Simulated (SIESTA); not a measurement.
The system is InP.

```
In P
1.0
     0.00000    2.93050    2.93050
     2.93050    0.00000    2.93050
     2.93050    2.93050    0.00000
In P
1 1
Direct
  0.00000 0.00000 0.00000
  0.75000 0.75000 0.75000
```

- Program: SIESTA 5.4.2
- Task: relaxation of cell and atoms
- Functional: RPBE
- Potentials or basis: PseudoDojo 0.4 standard (PBE files)
- Basis: DZP (energy shift 0.002 Ry; radii capped at 9.5 bohr)
- Grid cutoff: 500 Ry
- Energy shift: 0.002 Ry
- k mesh: 8 × 8 × 8
- Occupations: fermi-dirac, width 0.05 eV
- Spin: no spin polarisation

At the start: pressure 5.4 GPa; volume 25.17 Å³/atom.

Task: Where does the relaxation end?

Result: Over 4 steps the energy falls by 34.1 meV/atom and the volume is 27.35 Å³/atom (+8.7 %); space group F-43m (No. 216, to 0.05 Å).

The path:
| step | energy change (eV) | largest force (eV/Å) | pressure (GPa) | volume (Å³) |
| --- | --- | --- | --- | --- |
| 1 | 0.0000 | 0.0002 | 5.39 | 50.33 |
| 2 | -0.0068 | 0.0001 | 5.08 | 50.54 |
| 3 | -0.0680 | 0.0004 | 0.30 | 54.41 |
| 4 | -0.0682 | 0.0001 | 0.03 | 54.70 |

Final structure:
```cif
data_structure
_symmetry_space_group_name_H-M 'P 1'
_symmetry_Int_Tables_number 1
_cell_length_a 4.2611
_cell_length_b 4.2611
_cell_length_c 4.2611
_cell_angle_alpha 59.995
_cell_angle_beta 59.995
_cell_angle_gamma 59.995
_cell_volume 54.70
loop_
_atom_site_label
_atom_site_type_symbol
_atom_site_fract_x
_atom_site_fract_y
_atom_site_fract_z
_atom_site_occupancy
In1 In 0.99999 0.99999 0.99999 1
P1 P 0.75001 0.75001 0.75001 1
```

Caveat: semicore shells carry a single zeta, which can move pressures by several GPa and volumes by a few percent; the potentials were made for another functional, which shifts forces and pressure; the basis of atomic orbitals isn't converged, which shifts pressures, moduli and gaps.
